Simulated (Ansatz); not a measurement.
# A N vacancy in wurtzite AlN, 95 atoms, charge +2

All numbers come from Ansatz (PAW, plane waves, no spin–orbit coupling) at the single k point (¼, ¼, ¼) without its symmetry partners. The atoms were relaxed with PBEsol in a fixed cell; other functionals are single points on those atoms unless said otherwise. The valence top and gap of the host come from its small cell on a dense mesh, with the band extrema sought between the mesh points, lined up by the mean potential, PBEsol gap 4.09 eV, HSE06 gap 5.54 eV. The charge correction uses an assumed dielectric constant of 8.5.

Cell: a = 9.341 Å, b = 10.787 Å, c = 9.967 Å, α = 90.00°, β = 90.00°, γ = 90.00°.

Nearest atoms after relaxation, from the placed atom (for vacancies from the middle of the vacant sites): Al at 2.08 Å, Al at 2.08 Å, Al at 2.09 Å, Al at 2.27 Å, N at 3.08 Å, N at 3.08 Å, N at 3.08 Å, N at 3.08 Å.

Chemical potentials μ are those of reference phases of the elements at zero temperature by the same functional (the usual solids, diamond for C, grey Sn, and the molecules H2, N2, O2, F2, Cl2, Br2 and S8).

```csv
functional,E(defect) − E(host) − Σ nμ + q·E_VBM (eV),monopole (eV),alignment (eV),formation energy at E_F = VBM (eV),moment (μB),"wall time, shared host"
PBEsol,1.92,0.95,-0.32,2.55,1.0,2.4 min on 8 threads of Neoverse-V2 (relaxation)
HSE06,0.42,0.95,-0.29,1.08,1.0,9 min on 8 threads of Neoverse-V2
```

HSE06 one-electron levels near the gap (the ten most localised at most), from the host's valence top, not corrected for the charge's images:

```tsv
level (eV)	spin	filling	atoms sharing it	element of the atom with most weight
-0.30	down	1.00	48.8	spread
-0.22	up	1.00	49.8	spread
-0.11	up	1.00	39.9	spread
-0.11	down	1.00	40.5	spread
0.68	up	1.00	12.6	Al
2.54	down	0.00	10.2	Al
5.27	up	0.00	9.8	Al
5.29	up	0.00	9.2	Al
5.38	up	0.00	10.7	Al
5.80	down	0.00	17.4	Al
```

All elements are taken at their own reference at once; growth conditions in equilibrium with the host shift these energies, by up to the host's formation enthalpy.

One k point and a cell of this size can leave errors of several tenths of an eV in such numbers.
